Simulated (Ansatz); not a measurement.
# MoS2 monolayer (2H): modes against biaxial strain in the plane of the sheet

Aim: how do the optical modes of MoS2 monolayer (2H) shift and split under this strain?

Method: DFT PBEsol, scalar-relativistic, plane waves, PAW; PAW set soft_1, in Ansatz 0.2.0.

### 1. The starting structure

The cell holds 3 atoms: 1 Mo and 2 S. Cell: a = 3.170 Å, b = 3.170 Å, c = 30.000 Å, α = 90.0°, β = 90.0°, γ = 120.0°. Vacuum lies along c. The height across the vacuum is the one that the program set for its solve, not the one typed.

### 2. Relaxation

The cell and atoms are relaxed, since residual forces and stress would shift the frequencies. The program lengthens the typed cell of 20.0 Å along the normal to 30.0 Å, as its cut-off of the electrostatics needs, and moves no atom.

Input file input.yaml:

```yaml
crystal:
  lattice:
    - [3.17, 0.0, 0.0]
    - [-1.585, 2.7453, 0.0]
    - [0.0, 0.0, 20.0]
  atoms:
    - { symbol: Mo, position: [0.333333, 0.666667, 0.5] }
    - { symbol: S, position: [0.666667, 0.333333, 0.5775] }
    - { symbol: S, position: [0.666667, 0.333333, 0.4225] }
  periodic: [true, true, false]
kpoints:
  mp_grid: { grid: [12, 12, 1] }
hamiltonian:
  xc: pbesol
  pseudopotentials: { kind: paw, azcp: { folder: soft_1 }, xc_functional: pbe }
scf:
  occupations: { method: gaussian, width: 0.02 }
output:
  forces: true
  stress: true
  eigenvalues: true
relax:
  adjacent_minimum: "off"
  f_tol: 0.005
  max_steps: 80
  cell: { stress_2d_tol: 0.02 }
```

Command:

```console
$ ansatz run input.yaml --threads 4 --pin off --max-ram 16384MiB --backend cpu --events-out ev --progress --plain --runs-dir out
```

Numbers of over 12 decimals in the logs are rounded to 6 here.

The program printed:

```text
Warning: crystal.periodic: the lattice vector that does not repeat stood 0.000° off the slab's normal, 20.000 Å along it as the deck builds it. The run solves the slab on a vector along the normal, 30.000 Å long, with every atom where it was (on the deck's vector they left 16.90 Å outside them, and the widest stretch free of ions among them is 1.55 Å). A fractional position that the run reports is one of the run's ce [...]
Warning: the atoms were moved onto the symmetric positions of the space group found under crystal.symmetry.tolerance 1.0e-5 (fractional; no operation is sought that the atoms, as they stand in a round, miss by more than twice it, and no atom is moved by as much as it), and the run uses the moved positions. Before a round's move an operation carried an atom to 4.23e-6 Å from where it should land, the largest such dist [...]
crystal.periodic: the lattice vector that does not repeat stood 0.000° off the slab's normal, 20.000 Å along it as the deck builds it. The run solves the slab on a vector along the normal, 30.000 Å long, with every atom where it was (on the deck's vector they left 16.90 Å outside them, and the widest stretch free of ions among them is 1.55 Å). A fractional position that the run reports is one of the run's cell, which [...]
Engine: ansatz 0.2.0, x86_64-unknown-linux-gnu
Pseudopotentials: kind: paw
Pseudopotential: Mo, paw, valence charge 14, recommended cutoff 420 eV (normal), soft_1/Mo.paw.azcp
Pseudopotential: S, paw, valence charge 6, recommended cutoff 420 eV (normal), soft_1/S.paw.azcp
Functional definition: PBEsol
  exchange = pbesol_x
  correlation = pbesol_c
Crystal: 3 atoms, lattice volume = 261.078 Å³
Basis set: ecut = 420 eV, 5057 PW (Γ), exchange–correlation on 48×48×432 points (8 copies of the dense FFT grid, shifted against one another)
Bands: 17, of which v1, the nominal top of the filled ones, is band 13 counted from 1 (12 counted from 0)
Symmetry: 12 space group operations
Space group: P-6m2 (ITA 187), of the structure as read, at distance tolerance 6.4e-5 Å
k-points: 19 of 144 (time reversal used)
Non-local potential: Mo, projectors of the file, l = 0: 3, l = 1: 2, l = 2: 2, l = 3: 1
Non-local potential: S, projectors of the file, l = 0: 2, l = 1: 2, l = 2: 1
PAW form: soft (Blöchl's): semilocal exchange-correlation on the pseudo side does not see the compensation charge
PAW frozen core: Mo, regenerated for the run's functional, and the local potential with it (the file was generated under x = pbe(κ = 0.804, μ = 0.219515), c = pbe(β = 0.066725))
PAW frozen core: S, regenerated for the run's functional, and the local potential with it (the file was generated under x = pbe(κ = 0.804, μ = 0.219515), c = pbe(β = 0.066725))
PAW one-centre angular grid: Mo, 590 points (default); XC on 64 Gauss nodes
PAW one-centre angular grid: S, 110 points (default); XC on 64 Gauss nodes
Initial density: superposition of atomic densities (neutral atoms: chi_scale 0, normalization atom)
Initial wavefunctions: pseudopotential atomic-orbital guess
Functional: x = pbesol(κ = 0.804, μ = 0.123457), c = pbesol(β = 0.046)
SCF iter   1: F=—  HF=-6671.634193 eV  |F-HF|=—  |Δ(HF+E_count)|=         —  Δρ=3.96e-2  dr2=6.10e0  ethr=3.10e-3  ⟨swp⟩=18.7  Hψ=3799  notcnv=0
preconditioner: auto → none  [insulator: Δε(μ)=1.856 eV  Ē_g=8.953 eV  σ=0.020 eV  W_gap=1.00  n_scr=16 (ndim 8)  ℏωp=9.8 eV  f_vac=0.759  D(μ)=0.00/eV (n_scr^D=0)  ε∞_Penn≈2.2]
SCF iter   2: F=—  HF=-6672.853832 eV  |F-HF|=—  |Δ(HF+E_count)|=    1.22e0  Δρ=5.36e-2  dr2=2.09e1  ethr=3.10e-3  ⟨swp⟩=5.6  Hψ=1313  notcnv=0  recentre
SCF iter   3: F=—  HF=-6670.479501 eV  |F-HF|=—  |Δ(HF+E_count)|=    2.37e0  Δρ=2.00e-2  dr2=1.60e0  ethr=3.10e-3  ⟨swp⟩=5.5  Hψ=1166  notcnv=0
SCF iter   4: F=—  HF=-6670.173857 eV  |F-HF|=—  |Δ(HF+E_count)|=   3.06e-1  Δρ=5.25e-3  dr2=3.21e-2  ethr=3.10e-3  ⟨swp⟩=4.1  Hψ=920  notcnv=0
SCF iter   5: F=—  HF=-6670.167536 eV  |F-HF|=—  |Δ(HF+E_count)|=   6.32e-3  Δρ=1.26e-3  dr2=7.18e-3  ethr=1.24e-4  ⟨swp⟩=3.8  Hψ=862  notcnv=0
SCF iter   6: F=—  HF=-6670.166228 eV  |F-HF|=—  |Δ(HF+E_count)|=   1.31e-3  Δρ=1.16e-4  dr2=1.63e-5  ethr=2.76e-5  ⟨swp⟩=3.8  Hψ=779  notcnv=0
SCF iter   7: F=—  HF=-6670.166237 eV  |F-HF|=—  |Δ(HF+E_count)|=   9.02e-6  Δρ=2.74e-5  dr2=9.55e-7  ethr=6.25e-8  ⟨swp⟩=4.3  Hψ=903  notcnv=0
SCF iter   8: F=—  HF=-6670.166237 eV  |F-HF|=—  |Δ(HF+E_count)|=   4.70e-9  Δρ=8.02e-6  dr2=1.13e-7  ethr=3.85e-10  ⟨swp⟩=13.3  Hψ=2480  notcnv=0
SCF iter   9: F=-6670.166237 eV  HF=-6670.166237 eV  |F-HF|=5.73e-10  |Δ(HF+E_count)|=   1.34e-8  Δρ=9.15e-7  dr2=1.79e-9  ethr=3.85e-10  ⟨swp⟩=5.9  Hψ=1307  notcnv=0
SCF 1 converged in 9 iterations: F = -6670.166237 eV  dr2 = 1.79e-9
  greatest PAW one-centre occupation: 0.999 electrons in one spin orbital (limit 2), on the Mo atom at site 0 (counted from 0), in its partial waves of l = 0
relax step   1: F+E_penalty+E_count = -6670.16623727 eV  Δ(F+E_penalty+E_count) = +0.000e0 eV  max|allowed force component| = 3.176e-2 eV/Å  Δτ_max = 0.0000 Å  P = -1.635 N/m  Ω = 261.078 Å³  fix = [c, alpha, beta]  reactions: c -0.000 N/m  (9 SCF iters, dr2 threshold 1.00e-7 eV, accepted)
Crystal: 3 atoms, lattice volume = 254.526 Å³
Basis set: ecut = 420 eV, 4925 PW (Γ), exchange–correlation on 48×48×432 points (8 copies of the dense FFT grid, shifted against one another)
Initial density: handed on by an earlier stage of this run
Initial wavefunctions: those handed on with the density
iter 1 solved again at ethr=1.40e-5 eV; its pass at ethr=3.10e-3 eV (dr2=3.65e-3 eV) is discarded
SCF iter   1: F=—  HF=-6670.173762 eV  |F-HF|=—  |Δ(HF+E_count)|=         —  Δρ=9.52e-4  dr2=4.26e-3  ethr=1.40e-5  ⟨swp⟩=4.4  Hψ=3765  notcnv=0
preconditioner: auto → none  [insulator: Δε(μ)=1.865 eV  Ē_g=8.217 eV  σ=0.020 eV  W_gap=1.00  n_scr=16 (ndim 8)  ℏωp=9.9 eV  f_vac=0.765  D(μ)=0.00/eV (n_scr^D=0)  ε∞_Penn≈2.4]
SCF iter   2: F=—  HF=-6670.173533 eV  |F-HF|=—  |Δ(HF+E_count)|=   2.30e-4  Δρ=8.65e-4  dr2=6.51e-3  ethr=1.40e-5  ⟨swp⟩=3.9  Hψ=779  notcnv=0
SCF iter   3: F=—  HF=-6670.172931 eV  |F-HF|=—  |Δ(HF+E_count)|=   6.01e-4  Δρ=5.71e-4  dr2=2.17e-3  ethr=1.40e-5  ⟨swp⟩=3.5  Hψ=712  notcnv=0
SCF iter   4: F=—  HF=-6670.172653 eV  |F-HF|=—  |Δ(HF+E_count)|=   2.78e-4  Δρ=2.74e-4  dr2=3.48e-4  ethr=8.34e-6  ⟨swp⟩=1.5  Hψ=360  notcnv=0
SCF iter   5: F=—  HF=-6670.172633 eV  |F-HF|=—  |Δ(HF+E_count)|=   2.00e-5  Δρ=5.91e-5  dr2=2.10e-5  ethr=1.34e-6  ⟨swp⟩=3.2  Hψ=586  notcnv=0
SCF iter   6: F=—  HF=-6670.172628 eV  |F-HF|=—  |Δ(HF+E_count)|=   5.17e-6  Δρ=3.83e-5  dr2=8.09e-6  ethr=8.09e-8  ⟨swp⟩=2.8  Hψ=595  notcnv=0
SCF iter   7: F=—  HF=-6670.172627 eV  |F-HF|=—  |Δ(HF+E_count)|=   1.03e-6  Δρ=1.23e-5  dr2=9.11e-7  ethr=3.11e-8  ⟨swp⟩=2.8  Hψ=592  notcnv=0
SCF iter   8: F=-6670.172627 eV  HF=-6670.172627 eV  |F-HF|=3.54e-8  |Δ(HF+E_count)|=   1.45e-7  Δρ=6.94e-6  dr2=5.71e-8  ethr=1.15e-9  ⟨swp⟩=10.9  Hψ=2079  notcnv=0
SCF 2 converged in 8 iterations: F = -6670.172627 eV  dr2 = 5.71e-8
relax step   2: F+E_penalty+E_count = -6670.17262699 eV  Δ(F+E_penalty+E_count) = -6.390e-3 eV  max|allowed force component| = 1.264e-1 eV/Å  Δτ_max = 0.0186 Å  P = +0.337 N/m  Ω = 254.526 Å³  energy of the carried Pulay correction = +2.554e-4 eV  fix = [c, alpha, beta]  reactions: c +0.000 N/m  (8 SCF iters, dr2 threshold 3.00e-7 eV, accepted)
Crystal: 3 atoms, lattice volume = 256.227 Å³
Basis set: ecut = 420 eV, 4961 PW (Γ), exchange–correlation on 48×48×432 points (8 copies of the dense FFT grid, shifted against one another)
iter 1 solved again at ethr=1.75e-6 eV; its pass at ethr=3.10e-3 eV (dr2=4.56e-4 eV) is discarded
SCF iter   1: F=—  HF=-6670.174564 eV  |F-HF|=—  |Δ(HF+E_count)|=         —  Δρ=4.55e-4  dr2=4.99e-4  ethr=1.75e-6  ⟨swp⟩=4.7  Hψ=3505  notcnv=0
preconditioner: auto → none  [insulator: Δε(μ)=1.800 eV  Ē_g=8.215 eV  σ=0.020 eV  W_gap=1.00  n_scr=16 (ndim 8)  ℏωp=9.8 eV  f_vac=0.767  D(μ)=0.00/eV (n_scr^D=0)  ε∞_Penn≈2.4]
SCF iter   2: F=—  HF=-6670.174440 eV  |F-HF|=—  |Δ(HF+E_count)|=   1.23e-4  Δρ=2.32e-4  dr2=1.86e-4  ethr=1.75e-6  ⟨swp⟩=3.2  Hψ=622  notcnv=0
SCF iter   3: F=—  HF=-6670.174469 eV  |F-HF|=—  |Δ(HF+E_count)|=   2.90e-5  Δρ=2.49e-4  dr2=4.44e-4  ethr=7.17e-7  ⟨swp⟩=3.8  Hψ=770  notcnv=0
SCF iter   4: F=—  HF=-6670.174410 eV  |F-HF|=—  |Δ(HF+E_count)|=   5.99e-5  Δρ=6.02e-5  dr2=1.26e-5  ethr=7.17e-7  ⟨swp⟩=2.5  Hψ=497  notcnv=0
SCF iter   5: F=—  HF=-6670.174408 eV  |F-HF|=—  |Δ(HF+E_count)|=   1.12e-6  Δρ=1.33e-5  dr2=3.31e-7  ethr=4.84e-8  ⟨swp⟩=3.4  Hψ=673  notcnv=0
SCF iter   6: F=-6670.174408 eV  HF=-6670.174408 eV  |F-HF|=2.78e-8  |Δ(HF+E_count)|=   1.86e-8  Δρ=3.06e-6  dr2=3.43e-8  ethr=1.15e-9  ⟨swp⟩=10.8  Hψ=2114  notcnv=0
SCF 3 converged in 6 iterations: F = -6670.174408 eV  dr2 = 3.43e-8
relax step   3: F+E_penalty+E_count = -6670.17440844 eV  Δ(F+E_penalty+E_count) = -1.781e-3 eV  max|allowed force component| = 3.258e-2 eV/Å  Δτ_max = 0.0118 Å  P = +0.078 N/m  Ω = 256.227 Å³  energy of the carried Pulay correction = +1.884e-4 eV  fix = [c, alpha, beta]  reactions: c +0.000 N/m  (6 SCF iters, dr2 threshold 3.00e-7 eV, accepted)
[...]
relax step   4: F+E_penalty+E_count = -6670.17446201 eV  Δ(F+E_penalty+E_count) = -5.357e-5 eV  max|allowed force component| = 8.695e-5 eV/Å  Δτ_max = 0.0016 Å  P = +0.001 N/m  Ω = 256.258 Å³  energy of the carried Pulay correction = +1.872e-4 eV  fix = [c, alpha, beta]  reactions: c +0.000 N/m  (5 SCF iters, dr2 threshold 6.63e-8 eV, accepted)
Initial wavefunctions: pseudopotential atomic-orbital guess (no wavefunctions were taken with the density)
iter 1 solved again at ethr=4.52e-7 eV; its pass at ethr=3.10e-3 eV (dr2=1.18e-4 eV) is discarded
SCF iter   1: F=—  HF=-6670.174283 eV  |F-HF|=—  |Δ(HF+E_count)|=         —  Δρ=1.01e-5  dr2=5.35e-8  ethr=4.52e-7  ⟨swp⟩=6.4  Hψ=5367  notcnv=0
eigensolver tolerance schedule: the retry pair's looser diagonalisation over-reported the residual by 2196.74 of it (diagonalisation noise at 0.47 of the residual, at the tolerance the schedule requests for it); recorded, not acted on — ethr = c·dr2/N_el stays at c = 1.0e-1
preconditioner: auto → none  [insulator: Δε(μ)=1.806 eV  Ē_g=8.212 eV  σ=0.020 eV  W_gap=1.00  n_scr=16 (ndim 8)  ℏωp=9.8 eV  f_vac=0.767  D(μ)=0.00/eV (n_scr^D=0)  ε∞_Penn≈2.4]
SCF iter   2: F=—  HF=-6670.174277 eV  |F-HF|=—  |Δ(HF+E_count)|=   6.16e-6  Δρ=5.48e-6  dr2=8.20e-8  ethr=2.06e-10  ⟨swp⟩=5.8  Hψ=1178  notcnv=0
SCF iter   3: F=—  HF=-6670.174277 eV  |F-HF|=—  |Δ(HF+E_count)|=   7.90e-9  Δρ=4.62e-6  dr2=7.34e-8  ethr=2.06e-10  ⟨swp⟩=3.3  Hψ=598  notcnv=0
SCF iter   4: F=—  HF=-6670.174277 eV  |F-HF|=—  |Δ(HF+E_count)|=   3.23e-9  Δρ=2.12e-6  dr2=5.97e-9  ethr=2.06e-10  ⟨swp⟩=2.1  Hψ=348  notcnv=0
SCF iter   5: F=—  HF=-6670.174277 eV  |F-HF|=—  |Δ(HF+E_count)|=   3.59e-9  Δρ=5.32e-7  dr2=4.43e-10  ethr=2.29e-11  ⟨swp⟩=3.3  Hψ=627  notcnv=0
SCF iter   6: F=—  HF=-6670.174277 eV  |F-HF|=—  |Δ(HF+E_count)|=  1.62e-10  Δρ=1.50e-7  dr2=1.29e-10  ethr=1.70e-12  ⟨swp⟩=3.2  Hψ=684  notcnv=0
SCF iter   7: F=—  HF=-6670.174277 eV  |F-HF|=—  |Δ(HF+E_count)|=  4.55e-12  Δρ=3.12e-8  dr2=3.56e-12  ethr=1.00e-12  ⟨swp⟩=11.8  Hψ=2796  notcnv=0
SCF iter   8: F=-6670.174277 eV  HF=-6670.174277 eV  |F-HF|=2.55e-11  |Δ(HF+E_count)|=  1.91e-11  Δρ=1.39e-8  dr2=5.40e-13  ethr=1.00e-12  ⟨swp⟩=7.9  Hψ=1688  notcnv=0
SCF 5 converged in 8 iterations: F = -6670.174277 eV  dr2 = 5.40e-13
relax step   5: F+E_penalty+E_count = -6670.17427677 eV  Δ(F+E_penalty+E_count) = +1.852e-4 eV  max|allowed force component| = 1.546e-5 eV/Å  Δτ_max = 0.0000 Å  P = +0.000 N/m  Ω = 256.258 Å³  fix = [c, alpha, beta]  reactions: c +0.000 N/m  stress off target by 1.00e-4 N/m on what of the cell is left free  SCF on the basis re-selected at this cell (its energy is not comparable with the rows above)  (8 SCF iters)
basis re-selected at this cell: Δ(F+E_penalty+E_count) = +1.852e-4 eV, ΔP = -0.001 N/m vs the last step (what re-selecting the basis moved, of the pressure what is left beyond the Pulay correction that the steps carried, after the strain that the cell walked since its last selection, with what the two solves' SCF thresholds leave and, on support functions, any second-order correction that the steps lacked; it is no m [...]
SCF converged after 8 iterations
Free energy (F): -6670.174277 eV
Harris-Foulkes:  -6670.174277 eV  (|F-HF|=2.55e-11)
Internal energy: -6670.174277 eV  (E = F + TS)
E sigma→0 (E₀):  -6670.174277 eV
Fermi energy:    -5.065387 eV
--- Per-component energies (eV) ---
  E_band       = -576.720089
  E_kinetic    = 634.928655
  E_local      = -45286.642555  (includes V_loc(G=0)·N_el)
  E_nonlocal   = 219.087805
  E_hartree    = 22210.518083
  E_xc         = -351.935282
  E_vxc        = -385.283877  (∫ρ·V_xc dr)
  E_paw        = -4338.633638  (= ΣΔE_a)
  E_vpaw       = -179.846313  (= ΣTr[D̂ρ^β])
  E_aug_tail   = 0.000040  (compensation charges beyond the density's cutoff)
  E_ewald      = 20242.169416
  E_core_change = 0.333199  (= ΣΔE_core)
  E_smearing   = -0.000000  (= −TS)
  E_closure    = -0.000000  (closes the sum)
  Σ components = -6670.174277   (vs F -6670.174277, Δ=0.00e0)
--- Forces (eV/Å), atoms counted from 1 ---
  atom   1  Mo    -0.00000000     0.00000000     0.00000000
  atom   2  S     -0.00000000    -0.00000000     0.00001546
  atom   3  S      0.00000000    -0.00000000    -0.00001546
  max |Σ_I F_I| component: 1.23e-16 eV/Å
--- 2D stress c σ (N/m, compression-positive) ---
        0.000100      -0.000000      -0.000000
        0.000000       0.000100       0.000000
       -0.000000       0.000000       0.000000
  P = ½ c Tr σ = 0.0001 N/m
--- Band table (eV; the first three rows and the last of 19) ---
  k-point 0: bands = [... 9 lower, -7.8155, -7.4266, -7.4266, -6.0406, -3.0716, -3.0716, -2.7952, -2.7952]
  k-point 1: bands = [... 9 lower, -8.2923, -7.5995, -7.1148, -6.0836, -3.2190, -3.1071, -2.9207, -2.8820]
  k-point 2: bands = [... 9 lower, -8.1506, -8.0049, -7.0302, -6.3013, -3.6041, -3.2856, -3.2095, -2.4509]
  k-point 18: bands = [... 9 lower, -9.5309, -8.9136, -8.1442, -5.9686, -4.1622, -2.9125, -2.2536, -0.8395]
--- Relaxed structure (4 steps of the walk, 4 accepted, 1 SCFs on fresh bases) ---
  F+E_penalty+E_count = -6670.17427677 eV   max|allowed force component| = 1.546e-5 eV/Å   (the final SCF, on the basis selected at the relaxed cell)
  cell:  # Å, volume = 256.2578 Å³
    - [3.140600, 0.0, 0]
    - [-1.570300, 2.719839, 0]
    - [0, 0, 30.0]
  atoms:
    - { symbol: Mo, position: [0.333333, 0.666667, 0.333333] }
    - { symbol: S, position: [0.666667, 0.333333, 0.385281] }
    - { symbol: S, position: [0.666667, 0.333333, 0.281386] }
```

It took 11 s on 4 threads of Intel Xeon Platinum 8488C (Sapphire Rapids), shared host; peak memory 0.59 GiB; 41 s of CPU time.

The steps of the relaxation:

```tsv
step	energy less that of the first step (eV)	largest force component (eV/Å)	volume (Å³)
1	0.0000	0.0318	261.08
2	-0.0064	0.1264	254.53
3	-0.0082	0.0326	256.23
4	-0.0082	0.0001	256.26
5*	-0.0080	0.0000	256.26
```

Relaxation steps marked * repeat the geometry before them on a plane-wave basis chosen anew for their cell, so energy and pressure can jump there.

The run keeps the 12 symmetry operations that it works with, so distortions that break them were not tested.

```tsv
cell as run	before	after	change
a (Å)	3.170	3.141	-0.9 %
b (Å)	3.170	3.141	-0.9 %
```

The relaxed structure:

```xyz
3
Lattice="3.1406 0.0000 0.0000 -1.5703 2.7198 0.0000 0.0000 0.0000 30.0000" Properties=species:S:1:pos:R:3
Mo    0.0000    1.8132   10.0000
S     1.5703    0.9066   11.5584
S     1.5703    0.9066    8.4416
```

This step gave:

```
gap on the k-mesh : 1.806 eV
area per atom     : 2.847 Å²
```

The relaxation ends with a largest force component of 1.5e-5 eV/Å.

[end of part 1 of 3]

[Logs are printed without paths, hosts, clocks, repeated set-up lines and the standing remarks that a program may print on its own settings, such as how far it seeks lower states.]

[Hosts, paths, dates, database ids (printed as entryN), source tags and the programs' standing remarks are cut or masked in the printed files.]
